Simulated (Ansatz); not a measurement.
# Does relaxation matter for the field gradients of GaS?

Start: a COD entry, taken as it stands.

Space group P6_3/mmc (No. 194); a = 3.5850, c = 15.5000 Å, γ = 120.00°.

```csv
site,Wyckoff,site symmetry,x,y,z
Ga,4f,3m.,0.3333,0.6667,0.1700
S,4f,3m.,0.3333,0.6667,0.6000
```

One atom of each set is listed.

All values are calculated (Ansatz; DFT, PBE, plane waves and PAW, scalar-relativistic, 420 eV cutoff, Γ-centred 14×14×3 k-points, Fermi–Dirac smearing 0.02 eV), not measured.

The largest force at the start is 0.24 eV/Å. Relaxing the ions at fixed cell moves them by 0.016 Å at most (atom 1, Ga) and 0.014 Å rms. End positions:

Ga (0.3333, 0.6667, 0.1710)
S (0.3333, 0.6667, 0.6008)

```tsv
site	moved (Å)	first shell before	first shell after	V_zz before (10²¹ V/m²)	η before
Ga	0.016	3 S at 2.34 Å; also 1 Ga at 2.48 Å	3 S at 2.34 Å; also 1 Ga at 2.45 Å	-7.39	0.00
S	0.012	3 Ga at 2.34 Å	3 Ga at 2.34 Å	-5.62	0.00
```

Problem. What are V_zz and η after the relaxation?

Solution. 

| site | V_zz after | η after | change of V_zz |
| --- | --- | --- | --- |
| Ga | -7.81 | 0.00 | -0.42 |
| S | -5.58 | 0.00 | +0.04 |

The largest change of V_zz is on Ga, from -7.39 to -7.81. In per cent, |V_zz| changes by +6 on Ga, -1 on S (all sites that start above 0.5).
